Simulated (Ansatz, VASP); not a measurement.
**Two plane-wave programs on Si3Mo**

```
CELL_PARAMETERS angstrom
2.54835 0.00000 0.00000
0.00000 2.54835 0.00000
0.00000 0.00000 9.82930
ATOMIC_POSITIONS crystal
Si 0.00000 0.00000 0.23122
Si 0.00000 0.00000 0.50000
Si 0.00000 0.00000 0.76878
Mo 0.00000 0.00000 0.00000
```

Change from the starting cell: species swapped into the Sb3Au type (P4/mmm, No. 123).

Alike in both runs: task relaxation of cell and atoms; functional PBE; k mesh 6 × 6 × 2; occupations gaussian, width 0.1 eV; no spin polarisation.

```csv
,VASP,Ansatz
version,VASP 6.6.1,Ansatz 0.2.0
potentials or method,"VASP PAW PBE potentials, release 64 (Si, Mo_sv)","scalar-relativistic, plane waves, PAW"
plane-wave cutoff (eV),600,420
valence electrons in the cell,26,26
```

VASP gave:

```
gap on the k mesh at the Fermi level, each at its own relaxed structure (eV) : none
relaxed volume (Å³/atom)                                                     : 16.37
relaxed cell length with the largest relative difference (Å)                 : 10.303
energy change over the relaxation (meV/atom)                                 : -226
```

**Question.** What did Ansatz give for the same quantities?

**Answer.** gap on the k mesh at the Fermi level, each at its own relaxed structure (eV): none; relaxed volume (Å³/atom): 16.36; relaxed cell length with the largest relative difference (Å): 10.296; energy change over the relaxation (meV/atom): -225.

A gap of «none» marks a metal or a gap that the smearing closes.

Caveats: the k mesh is coarse (spacing up to 0.41 Å⁻¹), so the values aren't converged.
